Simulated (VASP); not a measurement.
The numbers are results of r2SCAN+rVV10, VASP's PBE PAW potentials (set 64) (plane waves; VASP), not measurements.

Input for VASP

File KPOINTS:
```
Automatic mesh
0
Gamma
7 7 7
0 0 0
```

### POSCAR
```
AlSb
1.0
  0.0000000000   3.0700000000   3.0700000000
  3.0700000000   0.0000000000   3.0700000000
  3.0700000000   3.0700000000   0.0000000000
Al Sb
1 1
Cart
  0.0000000000   0.0000000000   0.0000000000
  1.5350000000   1.5350000000   1.5350000000
```

### INCAR
```
! general
SYSTEM  =AlSb
PREC    =Accurate
ENCUT   =520
LREAL   =.False.
LASPH   =.True.

! electronic loop
EDIFF   =1E-6
NELM    =100
ALGO    =Normal
LMAXMIX =4
LMIXTAU =.True.

! smearing
ISMEAR  =0
SIGMA   =0.05

! functional
METAGGA =R2SCAN
LUSE_VDW=.True.
BPARAM  =11.95
CPARAM  =0.0093

! ions
IBRION  =2
NSW     =60
ISIF    =3
EDIFFG  =-0.01

! output
LWAVE   =.False.
LCHARG  =.False.
```

POTCAR, in this order: Al Sb (PBE.64 set). Program: vasp_std.

What VASP printed:

File OUTCAR:
```
 ion  position               nearest neighbor table
   1  0.000  0.000  0.000-   2 2.66   2 2.66   2 2.66   2 2.66
   2  0.250  0.250  0.250-   1 2.66   1 2.66   1 2.66   1 2.66
  LATTYP: Found a face centered cubic cell.
 ALAT       =     6.1400000000
 Subroutine PRICEL returns:
 Original cell was already a primitive cell.
 Subroutine GETGRP returns: Found 24 space group operations
The static configuration has the point symmetry T_d .
The dynamic configuration has the point symmetry T_d .
 Subroutine INISYM returns: Found 24 space group operations
 Subroutine IBZKPT returns following result:
 Found     20 irreducible k-points:

 Following reciprocal coordinates:
            Coordinates               Weight
  0.000000  0.000000  0.000000      1.000000
  0.142857  0.000000  0.000000      8.000000
  0.285714  0.000000  0.000000      8.000000
  0.428571  0.000000  0.000000      8.000000
  0.142857  0.142857  0.000000      6.000000
  0.285714  0.142857  0.000000     24.000000
  0.428571  0.142857  0.000000     24.000000
 -0.428571  0.142857  0.000000     24.000000
 -0.285714  0.142857  0.000000     24.000000
 -0.142857  0.142857  0.000000     12.000000
  0.285714  0.285714  0.000000      6.000000
  0.428571  0.285714  0.000000     24.000000
 -0.428571  0.285714  0.000000     24.000000
 -0.285714  0.285714  0.000000     12.000000
  0.428571  0.428571  0.000000      6.000000
 -0.428571  0.428571  0.000000     12.000000
  0.428571  0.285714  0.142857     24.000000
 -0.428571  0.285714  0.142857     48.000000
 -0.428571  0.428571  0.142857     24.000000
 -0.285714  0.428571  0.142857     24.000000
   k-points           NKPTS =     20   k-points in BZ     NKDIM =     20   number of bands    NBANDS=      8
   number of dos      NEDOS =    301   number of ions     NIONS =      2
   total plane-waves  NPLWV =  32768
   dimension x,y,z NGX =    32 NGY =   32 NGZ =   32
   dimension x,y,z NGXF=    64 NGYF=   64 NGZF=   64
   ions per type =               1   1
   PREC   = accura    normal or accurate (medium, high low for compatibility)
   ISTART =      0    job   : 0-new  1-cont  2-samecut
   ICHARG =      2    charge: 1-file 2-atom 10-const
   ISPIN  =      1    spin polarized calculation?
   LNONCOLLINEAR =      F non collinear calculations
   LSORBIT =      F    spin-orbit coupling
   INIWAV =      1    electr: 0-lowe 1-rand  2-diag
   ENCUT  =  520.0 eV  38.22 Ry    6.18 a.u.   8.07  8.07  8.07*2*pi/ulx,y,z
   NELM   =    100;   NELMIN=  2; NELMDL= -5     # of ELM steps
   EDIFF  = 0.1E-05   stopping-criterion for ELM
   LREAL  =      F    real-space projection
   NLSPLINE    = F    spline interpolate recip. space projectors
   LMAXMIX     =    4 max onsite mixed and CHGCAR
   VOSKOWN=      0    Vosko Wilk Nusair interpolation
   EDIFFG = -.1E-01   stopping-criterion for IOM
   NSW    =     60    number of steps for IOM
   NBLOCK =      1;   KBLOCK =     60    inner block; outer block
   IBRION =      2    ionic relax: 0-MD 1-quasi-New 2-CG
   NFREE  =      1    steps in history (QN), initial steepest desc. (CG)
   ISIF   =      3    stress and relaxation
   ISYM   =      2    0-nonsym 1-usesym 2-fastsym
   TEIN   =    0.0    initial temperature
   TEBEG  =    0.0;   TEEND  =   0.0 temperature during run
   SMASS  =  -3.00    Nose mass-parameter (am)
   PSTRESS=    0.0 pullay stress
   NELECT =       8.0000    total number of electrons
   EFERMI =   0.00;   METHOD = LEGACY
   ISMEAR =     0;   SIGMA  =   0.05  broadening in eV -4-tet -1-fermi 0-gaus
   IALGO  =     38    algorithm
   LDIAG  =      T    sub-space diagonalisation (order eigenvalues)
   IMIX   =      4    mixing-type and parameters
     AMIX     =   0.40;   BMIX     =  1.00
     AMIX_MAG =   1.60;   BMIX_MAG =  1.00
...
```

### OSZICAR
```
       N       E                     dE             d eps       ncg     rms          rms(c)
DAV:   1    -0.870721974027E+01   -0.87072E+01   -0.27893E+03   320   0.743E+02
DAV:   2    -0.329532925138E+02   -0.24246E+02   -0.24111E+02   400   0.910E+01
DAV:   3    -0.335844186637E+02   -0.63113E+00   -0.63113E+00   408   0.181E+01
DAV:   4    -0.335884330730E+02   -0.40144E-02   -0.40144E-02   472   0.180E+00
DAV:   5    -0.335884611855E+02   -0.28113E-04   -0.28112E-04   408   0.121E-01    0.400E+00
DAV:   6    -0.326399918425E+02    0.94847E+00   -0.25334E-01   392   0.351E+00    0.267E+00
DAV:   7    -0.326023369274E+02    0.37655E-01   -0.22235E-01   336   0.298E+00    0.475E-01
DAV:   8    -0.326446712511E+02   -0.42334E-01   -0.11308E-01   320   0.262E+00    0.479E-01
DAV:   9    -0.326500302968E+02   -0.53590E-02   -0.13992E-02   328   0.945E-01    0.142E-01
DAV:  10    -0.326580813200E+02   -0.80510E-02   -0.10057E-02   320   0.968E-01    0.814E-02
DAV:  11    -0.326594173837E+02   -0.13361E-02   -0.18359E-03   328   0.424E-01    0.357E-02
DAV:  12    -0.326594779032E+02   -0.60520E-04   -0.21812E-04   344   0.149E-01    0.258E-02
DAV:  13    -0.326595558122E+02   -0.77909E-04   -0.10443E-04   344   0.997E-02    0.395E-03
DAV:  14    -0.326595627798E+02   -0.69675E-05   -0.11815E-05   376   0.385E-02    0.301E-03
DAV:  15    -0.326595632111E+02   -0.43128E-06   -0.26314E-07   224   0.456E-03
   1 F= -.32659563E+02 E0= -.32659563E+02  d E =-.326596E+02
       N       E                     dE             d eps       ncg     rms          rms(c)
DAV:   1    -0.326631232056E+02   -0.35604E-02   -0.11044E-01   384   0.182E+00    0.275E-01
DAV:   2    -0.326615690634E+02    0.15541E-02   -0.59785E-03   376   0.532E-01    0.170E-01
DAV:   3    -0.326608725694E+02    0.69649E-03   -0.23258E-03   320   0.284E-01    0.276E-02
DAV:   4    -0.326608739766E+02   -0.14072E-05   -0.16716E-04   368   0.987E-02    0.408E-02
DAV:   5    -0.326608809357E+02   -0.69591E-05   -0.28283E-05   352   0.557E-02    0.301E-02
DAV:   6    -0.326608050533E+02    0.75882E-04   -0.66388E-05   320   0.109E-01    0.452E-03
DAV:   7    -0.326608731195E+02   -0.68066E-04   -0.80511E-05   320   0.117E-01    0.250E-03
DAV:   8    -0.326608806671E+02   -0.75477E-05   -0.27442E-06   320   0.178E-02    0.270E-03
DAV:   9    -0.326608827381E+02   -0.20709E-05   -0.89382E-07   184   0.108E-02    0.895E-04
DAV:  10    -0.326608828311E+02   -0.93056E-07   -0.12886E-07   160   0.543E-03
   2 F= -.32660883E+02 E0= -.32660883E+02  d E =-.131962E-02
       N       E                     dE             d eps       ncg     rms          rms(c)
DAV:   1    -0.326617164304E+02   -0.83369E-03   -0.14548E-02   376   0.665E-01    0.100E-01
DAV:   2    -0.326615351289E+02    0.18130E-03   -0.76197E-04   376   0.192E-01    0.617E-02
DAV:   3    -0.326614646092E+02    0.70520E-04   -0.30344E-04   320   0.103E-01    0.100E-02
DAV:   4    -0.326614698504E+02   -0.52412E-05   -0.21913E-05   360   0.357E-02    0.148E-02
DAV:   5    -0.326614707495E+02   -0.89903E-06   -0.35169E-06   352   0.190E-02
   3 F= -.32661471E+02 E0= -.32661471E+02  d E =-.190754E-02
```

OUTCAR:
```
------------------------ aborting loop because EDIFF is reached ----------------------------------------
  FORCE on cell =-STRESS in cart. coord.  units (eV):
  Direction    XX          YY          ZZ          XY          YZ          ZX
  --------------------------------------------------------------------------------------
  Total        0.0039397      0.0039397      0.0039397      0.0000000      0.0000000      0.0000000
  in kB        0.1076314      0.1076314      0.1076314      0.0000000      0.0000000      0.0000000
  external PRESSURE =       0.1076314 kB  Pullay stress =       0.0000000 kB
  volume of cell :       58.65
      direct lattice vectors                 reciprocal lattice vectors
     0.000000000  3.083670829  3.083670829    -0.162144414  0.162144414  0.162144414
     3.083670829  0.000000000  3.083670829     0.162144414 -0.162144414  0.162144414
     3.083670829  3.083670829  0.000000000     0.162144414  0.162144414 -0.162144414
 POSITION                                       TOTAL-FORCE (eV/Angst)
 -----------------------------------------------------------------------------------
      0.00000      0.00000      0.00000         0.000000      0.000000      0.000000
      1.54184      1.54184      1.54184        -0.000000     -0.000000     -0.000000
 -----------------------------------------------------------------------------------
    total drift:                               -0.000003     -0.000003     -0.000003
  FREE ENERGIE OF THE ION-ELECTRON SYSTEM (eV)
  ---------------------------------------------------
  free  energy   TOTEN  =       -32.6614707495 eV

  energy  without entropy=      -32.6614707495  energy(sigma->0) =      -32.66147075

 reached required accuracy - stopping structural energy minimisation
```
(Selected blocks of OUTCAR.)

### CONTCAR
```
AlSb
   1.00000000000000
     0.0000000000000000    3.0836708293447841    3.0836708293447841
     3.0836708293447841    0.0000000000000000    3.0836708293447841
     3.0836708293447841    3.0836708293447841    0.0000000000000000
  Al              Sb
     1     1
Direct
     0.0000000000000000    0.0000000000000000    0.0000000000000000
     0.2500000000000000    0.2500000000000000    0.2500000000000000
```

The compound is AlSb in the zinc blende structure. This run relaxes it. Symmetry was kept, so distortions that lower it aren't found.
